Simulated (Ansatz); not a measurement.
**FeO (Fm-3m)**

Theory: Ansatz, DFT PBE, scalar-relativistic, plane waves, PAW.

Cutoff 420 eV; k points 18×18×18 on the computed 2-atom cell (Γ-centred); Gaussian smearing, width 0.10 eV; collinear spin from starting moments 3.79 0.35 μB.

The structure is relaxed at this level of theory with its symmetry kept.

```xyz
2
Lattice="1.5233 0.8795 2.4879 -1.5233 0.8795 2.4879 0.0000 -1.7589 2.4879" Properties=species:S:1:pos:R:3 pbc="T T T"
Fe    0.0000    0.0000    0.0000
O     0.0000    0.0000    3.7318
```

```
Space group                                                       : Fm-3m (No. 225)
Volume per atom                                                   : 67.5 bohr³
Formation energy from the elements' standard states (uncorrected) : -0.832 eV/atom
Kohn–Sham band gap                                                : none (metal)
Density of states at the Fermi level                              : 1.21 states/eV per cell
Löwdin character within 0.5 eV of the Fermi level                 : Fe 3d 92 %
Bulk modulus                                                      : 185 GPa
Its pressure derivative                                           : 4.5
Bader charges (e)                                                 : Fe (1 in the cell) 1.34, O (1 in the cell) -1.34
Total moment                                                      : 4.00 μB per cell
Site moments (μB; atoms counted from 1 over the whole cell)       : Fe (atom 1) 3.45, O (atom 2) 0.32
```

Only this magnetic start was tried.